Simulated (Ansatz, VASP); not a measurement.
## One calculation of I, two programs

```
I
1.0
     0.00000    2.29206    4.14424
     2.28865    0.00000    4.14424
     2.28865    2.29206    0.00000
I
1
Cartesian
  0.0000 0.0000 0.0000
```

Alike in both runs: functional r2SCAN; k mesh 14 × 14 × 14; occupations gaussian, width 0.1 eV; no spin polarisation.

Ansatz relaxed the structure, and its values are those at the end. VASP's run is a single point on that final structure, the one shown.

|  | VASP | Ansatz |
| --- | --- | --- |
| version | VASP 6.6.1 | Ansatz 0.2.0 |
| potentials or method | VASP PAW PBE potentials, release 64 (I) | scalar-relativistic, plane waves, PAW |
| plane-wave cutoff (eV) | 520 | 500 |
| valence electrons in the cell | 7 | 17 |

Ansatz gave:

| Item | Value |
| --- | --- |
| gap on the k mesh at the Fermi level (eV) | none |
| pressure (GPa) | -0.4 |

Q: Which values does VASP return?

A: gap on the k mesh at the Fermi level (eV): none; pressure (GPa): -0.5.

A gap of «none» marks a metal or a gap that the smearing closes. The two sets of potentials don't hold the same shells in valence.

Caveats: the PAW data sets were made with another functional, which shifts forces and pressure a little (VASP); an odd number of electrons without spin polarisation forces a metal; a magnetic or distorted state may lie lower. The runs have no spin-orbit coupling, so splittings on I are missing.
